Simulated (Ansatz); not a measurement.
# B5As4: the cost of one run

Program: Ansatz 0.2.0. Level of theory: DFT PBE, scalar-relativistic, plane waves, PAW. These are calculated values, not measurements.

1 further run of the same task is left out (set aside as unsound or not needed).

### 1 Starting point

It takes space group F-43m (No. 216, cubic). Conventional cell: a = 4.809 Å, b = 4.809 Å, c = 4.809 Å, α = 90.00°, β = 90.00°, γ = 90.00°. Around B (site symmetry -43m) lie 4 As at 2.08 Å. Around As (site symmetry -43m) lie 4 B at 2.08 Å.

As a file:

```xyz
2
Lattice="0.0000 2.4044 2.4044 2.4044 0.0000 2.4044 2.4044 2.4044 0.0000" Properties=species:S:1:pos:R:3 pbc="T T T"
B     0.0000    0.0000    0.0000
As    3.6066    3.6066    3.6066
```

It is the result of an earlier relaxation at this level (volume 13.90 Å³/atom; gap on the mesh: 1.20 eV).

Bulk energy on matching settings, from an earlier run: -2506.0525 eV/atom.

### 2 The (100) slab

Planes are indexed in the bulk's conventional cell (F-43m (No. 216)), a = 4.809 Å, b = 4.809 Å, c = 4.809 Å, α = 90.00°, β = 90.00°, γ = 90.00°.

The slab is a (100) slab, 9.6 Å thick as cut, with 15 Å of vacuum; its outer planes are B (top) and B (bottom).

The slab as cut. Its planes from the bottom up:

```
plane  atoms per cell  height over the lowest (Å)
    1               B                        0.00
    2              As                        1.20
    3               B                        2.40
    4              As                        3.61
    5               B                        4.81
    6              As                        6.01
    7               B                        7.21
    8              As                        8.42
    9               B                        9.62
```

### 3 The slab as cut, atoms at the bulk's places

The cell repeats along c, and a dipole correction in the vacuum removes the field between the copies.

File input.yaml:

```yaml
crystal:
  lattice:
    - [3.4003508741, 0.0, 0.0]
    - [0.0, 3.4003508741, 0.0]
    - [0.0, 0.0, 24.617644646]
  atoms:
    - { symbol: B, position: [0.5, 0.5, 0.3046595281] }
    - { symbol: As, position: [0.5, 0.0, 0.3534946461] }
    - { symbol: B, position: [0.0, 0.0, 0.402329764] }
    - { symbol: As, position: [0.0, 0.5, 0.451164882] }
    - { symbol: B, position: [0.5, 0.5, 0.5] }
    - { symbol: As, position: [0.5, 0.0, 0.548835118] }
    - { symbol: B, position: [0.0, 0.0, 0.597670236] }
    - { symbol: As, position: [0.0, 0.5, 0.6465053539] }
    - { symbol: B, position: [0.5, 0.5, 0.6953404719] }
basis:
  ecutwfc: 420
kpoints:
  mp_grid: { grid: [8, 8, 1] }
hamiltonian:
  xc: pbe
scf:
  occupations: { method: gaussian, width: 0.05 }
output:
  forces: true
  stress: true
  eigenvalues: true
  write_density: true
  write_potential: true
  elf: true
  volumetric_format: npy
efield:
  axis: 3
  dipole_correction: true
  ramp_width: 0.04
```

Command:

```console
ansatz run input.yaml --threads 1 --pin off --max-ram 2560MiB --backend cpu --events-out ev --progress --plain --runs-dir out
```

What time and memory should one allow on 1 thread of Intel Xeon at 2.50GHz (Skylake/Cascade Lake), shared host?

About 84 s, with a peak of 0.58 GiB.
